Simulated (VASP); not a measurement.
# TiO₂: forms and broadenings of the independent-particle spectrum

TiO₂, C2/c (no. 15), 6 atoms in the cell. PBE, independent-particle dielectric function; PAW potentials Ti_sv, O (PBE set).

## Input

INCAR.step1:
```
PREC = Accurate ; ENCUT = 460
ISMEAR = 0 ; SIGMA = 0.02
EDIFF = 1E-8 ; LASPH = T
KPAR = 4 ; LWAVE = F
LCHARG = F ; LEPSILON = T
```

INCAR.step2, as INCAR.step1 but for:
```
- LWAVE = F
- LEPSILON = T
+ LWAVE = T
+ NBANDS = 88
```

INCAR.step3:
```
PREC = Accurate ; ENCUT = 460
ISMEAR = 0 ; SIGMA = 0.02
EDIFF = 1E-7 ; LASPH = T
KPAR = 4 ; LWAVE = F
LCHARG = F ; LOPTICS = T
NBANDS = 88 ; NEDOS = 2000
CSHIFT = 0.1 ; ALGO = None
NELM = 1 ; ISTART = 1
```

INCAR.step4, as INCAR.step3 but for:
```
+ LNABLA = T
```

INCAR.step5, as INCAR.step4 but for:
```
- LNABLA = T
+ LPEAD = T
+ IPEAD = 1
```

INCAR.step6, as INCAR.step5 but for:
```
- IPEAD = 1
+ IPEAD = 3
```

INCAR.step7 changes the same tag again: IPEAD = 4.

INCAR.step8, as INCAR.step7 but for:
```
- CSHIFT = 0.1
- LPEAD = T
- IPEAD = 4
+ CSHIFT = 0.01
```

INCAR.step9, as INCAR.step8 but for:
```
- CSHIFT = 0.01
+ CSHIFT = 0.5
```

INCAR.step10 changes the same tag again: CSHIFT = 0.3.

INCAR.step11, as INCAR.step10 but for:
```
- ISMEAR = 0
- CSHIFT = 0.3
+ ISMEAR = -5
+ CSHIFT = 0.1
```

INCAR.step12, as INCAR.step11 but for:
```
- ISMEAR = -5
- SIGMA = 0.02
+ ISMEAR = 0
+ SIGMA = 0.2
```

INCAR.step13, as INCAR.step12 but for:
```
- SIGMA = 0.2
+ SIGMA = 0.02
+ OMEGAMAX = 12
```

INCAR.step14, as INCAR.step13 but for:
```
- OMEGAMAX = 12
+ OMEGAMAX = 60
```

KPOINTS:
```
k-points
0
Gamma
  5 5 4
```

POSCAR:
```
TiO2
1.0
    2.7060340000     -2.7066550000      0.0000000000
    2.7060340000      2.7066550000      0.0000000000
   -2.6335310000      0.0000000000      4.7966370000
Ti O
2 4
Direct
    0.8658900000      0.1341100000      0.7500000000
    0.1341100000      0.8658900000      0.2500000000
    0.0887550000      0.3312210000      0.1671490000
    0.9112450000      0.6687790000      0.8328510000
    0.6687790000      0.9112450000      0.3328510000
    0.3312210000      0.0887550000      0.6671490000
```

Commands (each step's output is kept before the next begins):
```
cat potpaw_PBE.64/Ti_sv/POTCAR potpaw_PBE.64/O/POTCAR > POTCAR
cp INCAR.step1 INCAR
mpirun -np 4 vasp_std > vasp.out
rm WAVECAR CHG
cp INCAR.step2 INCAR
mpirun -np 4 vasp_std > vasp.out
cp INCAR.step3 INCAR
mpirun -np 4 vasp_std > vasp.out
cp INCAR.step4 INCAR
mpirun -np 4 vasp_std > vasp.out
cp INCAR.step5 INCAR
mpirun -np 4 vasp_std > vasp.out
cp INCAR.step6 INCAR
mpirun -np 4 vasp_std > vasp.out
cp INCAR.step7 INCAR
mpirun -np 4 vasp_std > vasp.out
cp INCAR.step8 INCAR
mpirun -np 4 vasp_std > vasp.out
cp INCAR.step9 INCAR
mpirun -np 4 vasp_std > vasp.out
cp INCAR.step10 INCAR
mpirun -np 4 vasp_std > vasp.out
cp INCAR.step11 INCAR
mpirun -np 4 vasp_std > vasp.out
cp INCAR.step12 INCAR
mpirun -np 4 vasp_std > vasp.out
cp INCAR.step13 INCAR
mpirun -np 4 vasp_std > vasp.out
cp INCAR.step14 INCAR
mpirun -np 4 vasp_std > vasp.out
```

## Result

- Direct gap on the mesh (eV): 2.38
- Gap on the mesh (eV): 2.03
- Bands: 88

One ground state, settings moved in the last step alone:

| Settings | ε at zero frequency | Mean energy of the absorption, weighted by Im ε (eV) | Time (s) |
|---|---|---|---|
| longitudinal form, CSHIFT 0.1 | 6.97 | 7.69 | 3 |
| transversal form (LNABLA) | 6.02 | 7.96 | 3 |
| finite differences (LPEAD), order 1 | 6.23 | 8.04 | 6 |
| finite differences (LPEAD), order 3 | 6.84 | 7.77 | 11 |
| finite differences (LPEAD), order 4 | 6.86 | 7.75 | 13 |
| CSHIFT 0.01 | 6.98 | 7.64 | 4 |
| CSHIFT 0.5 | 6.91 | 7.84 | 4 |
| CSHIFT 0.3 | 6.95 | 7.76 | 4 |
| tetrahedron method | 6.88 | 7.75 | 4 |
| SIGMA 0.2 | 6.98 | 7.69 | 4 |
| OMEGAMAX 12, which cuts the spectrum short | 6.23 | – | 4 |
| OMEGAMAX 60 | 6.97 | 7.69 | 4 |

The mean energy covers the spectrum up to 20 eV.

On the same mesh, density-functional perturbation theory with local fields gives ε = 6.79.

Limits: The 5×5×4 mesh is coarse for a spectrum: peaks stand apart that a denser mesh merges, and ε at zero frequency can be far too high.

VASP 6.6.1 took 306 s on 4 cores (Intel Xeon 6975P-C (Granite Rapids)), a shared host.
